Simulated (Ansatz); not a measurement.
# AlAs: the cost of one run

Method: DFT PBEsol, scalar-relativistic, plane waves, PAW, in Ansatz 0.2.0.

That is the level of the relaxation; later steps name their own.

### 1 The structure to begin with

It takes space group F-43m (No. 216, cubic). The conventional cell has a = 5.675 Å, b = 5.675 Å, c = 5.675 Å, α = 90.00°, β = 90.00°, γ = 90.00°. Around Al (site symmetry -43m) lie 4 As at 2.46 Å. As (site symmetry -43m) is surrounded by 4 Al at 2.46 Å.

Structure file:

```cif
data_structure
_symmetry_space_group_name_H-M 'P 1'
_symmetry_Int_Tables_number 1
_cell_length_a 4.0125
_cell_length_b 4.0125
_cell_length_c 4.0125
_cell_angle_alpha 60.000
_cell_angle_beta 60.000
_cell_angle_gamma 60.000
_cell_volume 45.68
loop_
_atom_site_label
_atom_site_type_symbol
_atom_site_fract_x
_atom_site_fract_y
_atom_site_fract_z
_atom_site_occupancy
Al1 Al 0.00000 0.00000 0.00000 1
As1 As 0.25000 0.25000 0.25000 1
```

This cell was relaxed beforehand with the same method: volume 22.84 Å³/atom, gap on the mesh 1.34 eV.

### 2 Levels with PBEsol on the hybrid's mesh

File input.yaml:

```yaml
crystal:
  lattice:
    - [0.0, 2.8372981982, 2.8372981982]
    - [2.8372981982, 0.0, 2.8372981982]
    - [2.8372981982, 2.8372981982, 0.0]
  atoms:
    - { symbol: Al, position: [0.0, 0.0, 0.0] }
    - { symbol: As, position: [0.25, 0.25, 0.25] }
basis:
  ecutwfc: 420
kpoints:
  mp_grid: { grid: [6, 6, 6] }
  band_path:
    path:
      - [0.0, 0.0, 0.0]
      - [-0.5, -0.5, 0.0]
      - [-0.375, -0.375, 0.25]
      - [-0.375, 0.0, 0.375]
      - [0.0, 0.0, 0.5]
      - [-0.5, -0.25, 0.25]
      - [0.0, 0.5, 0.5]
    npoints: 1
hamiltonian:
  xc: pbesol
scf:
  occupations: { method: gaussian, width: 0.02 }
  n_extra_bands: 4
output:
  forces: true
  stress: true
  eigenvalues: true
```

Command:

```sh
> ansatz run input.yaml --threads 2 --pin off --max-ram 5120MiB --backend cpu --events-out ev --progress --plain --runs-dir out
```

Q: Estimate wall time and peak memory on 2 threads of Intel Xeon at 2.50GHz (Skylake/Cascade Lake), shared host.

About 2.2 s, with a peak of 0.32 GiB.
